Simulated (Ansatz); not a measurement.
## CuO: projected density of states with LDA

CuO:

```
CELL_PARAMETERS angstrom
3.17953 0.00000 0.00000
-1.58977 2.75356 0.00000
0.00000 0.00000 4.43149
ATOMIC_POSITIONS crystal
Cu 0.00000 0.00000 0.00000
Cu 0.00000 0.00000 0.50000
O 0.33333 0.66667 0.25000
O 0.66667 0.33333 0.75000
```

Measurements of this composition are mostly on another form, of space group No. 15.

```yaml
Program: Ansatz 0.2.0
Task: projected density of states
Functional: LDA
Potentials_or_basis: Ansatz PAW
Cutoff: "420 eV (not typed: the program's choice for these potentials)"
k_mesh: 10 × 10 × 6
Occupations: fermi-dirac, width 0.05 eV
Spin: no spin polarisation
```

| Quantity | Value |
| --- | --- |
| Pressure | -9.9 GPa |
| Band gap on the k mesh | none (metal or under the smearing width) |
| Density of states at the Fermi level | 3.70 states/eV per cell |

Stress tensor (GPa, compression positive):
```
-24.41   0.00   0.00
  0.00 -24.41   0.00
  0.00   0.00  19.09
```

Levels at points of the mesh, in eV from the Fermi level:
| k point | band 21 | band 22 | band 23 | band 24 | band 25 | band 26 | band 27 | band 28 | band 29 | band 30 |
| --- | --- | --- | --- | --- | --- | --- | --- | --- | --- | --- |
| (0.00, 0.00, 0.00) | -1.58 | -1.45 | -1.45 | -0.10 | 0.60 | 0.60 | 1.36 | 4.92 | 11.20 | 12.00 |
| (0.00, 0.00, -0.50) | -2.34 | -2.34 | -0.15 | -0.15 | -0.15 | -0.15 | 4.10 | 4.10 | 13.64 | 13.64 |
| (0.00, -0.50, 0.00) | -1.85 | -1.66 | -1.47 | -1.24 | 0.37 | 0.48 | 6.52 | 6.62 | 9.51 | 9.69 |
| (0.00, -0.50, -0.50) | -1.88 | -1.88 | -0.56 | -0.56 | -0.54 | -0.54 | 5.75 | 5.75 | 10.02 | 10.02 |

States per cell in windows of 0.5 eV (zero at the Fermi level; states under -8 eV left out):
| from (eV) | total | Cu 3d | O 2p | Cu 4s | O 2s |
| --- | --- | --- | --- | --- | --- |
| -8.0 | 0.00 | 0.00 | 0.00 | 0.00 | 0.00 |
| -7.5 | 0.13 | 0.03 | 0.07 | 0.03 | 0.00 |
| -7.0 | 0.78 | 0.14 | 0.46 | 0.16 | 0.01 |
| -6.5 | 1.43 | 0.27 | 0.95 | 0.19 | 0.02 |
| -6.0 | 1.27 | 0.33 | 0.81 | 0.09 | 0.01 |
| -5.5 | 1.76 | 0.70 | 0.98 | 0.05 | 0.01 |
| -5.0 | 2.04 | 0.76 | 1.19 | 0.05 | 0.01 |
| -4.5 | 3.04 | 1.26 | 1.71 | 0.02 | 0.01 |
| -4.0 | 1.77 | 0.97 | 0.77 | 0.01 | 0.00 |
| -3.5 | 0.91 | 0.68 | 0.22 | 0.00 | 0.00 |
| -3.0 | 0.99 | 0.85 | 0.12 | 0.01 | 0.00 |
| -2.5 | 4.17 | 3.78 | 0.31 | 0.04 | 0.02 |
| -2.0 | 4.71 | 4.20 | 0.41 | 0.03 | 0.05 |
| -1.5 | 3.14 | 2.52 | 0.49 | 0.04 | 0.06 |
| -1.0 | 1.95 | 1.28 | 0.59 | 0.02 | 0.03 |
| -0.5 | 1.82 | 1.00 | 0.77 | 0.01 | 0.02 |
| 0.0 | 2.06 | 0.99 | 1.05 | 0.01 | 0.01 |
| 0.5 | 0.03 | 0.02 | 0.02 | 0.00 | 0.00 |
| 1.0 | 0.00 | 0.00 | 0.00 | 0.00 | 0.00 |
| 1.5 | 0.01 | 0.00 | 0.00 | 0.01 | 0.00 |
| 2.0 | 0.03 | 0.00 | 0.00 | 0.01 | 0.01 |
| 2.5 | 0.05 | 0.00 | 0.01 | 0.02 | 0.01 |
| 3.0 | 0.07 | 0.00 | 0.02 | 0.04 | 0.02 |
| 3.5 | 0.11 | 0.00 | 0.03 | 0.06 | 0.02 |
| 4.0 | 0.15 | 0.00 | 0.04 | 0.08 | 0.02 |
| 4.5 | 0.24 | 0.01 | 0.06 | 0.13 | 0.03 |
| 5.0 | 0.40 | 0.01 | 0.09 | 0.22 | 0.03 |
| 5.5 | 0.70 | 0.01 | 0.13 | 0.40 | 0.03 |
| 6.0 | 0.80 | 0.01 | 0.15 | 0.46 | 0.02 |
| 6.5 | 0.77 | 0.01 | 0.15 | 0.44 | 0.01 |
| 7.0 | 0.40 | 0.00 | 0.05 | 0.17 | 0.00 |
| 7.5 | 0.17 | 0.00 | 0.01 | 0.06 | 0.00 |

Wall time 5.8 s on 2 threads of Arm Neoverse V2, on a shared host, peak memory 0.35 GiB.

Caveat: the pressure holds a Pulay correction of +1.0 GPa for the finite cutoff; the run has no spin polarisation, though such a crystal can be magnetic; semilocal functionals often make such compounds metallic where correlation or magnetic order opens a gap, which also shifts bond lengths; the PAW data sets come from PBE, with cores solved anew for the run's functional, which leaves a small shift of forces and pressure. With open d or f shells a metallic result of LDA can be an artefact of self-interaction; +U or a hybrid may open a gap.
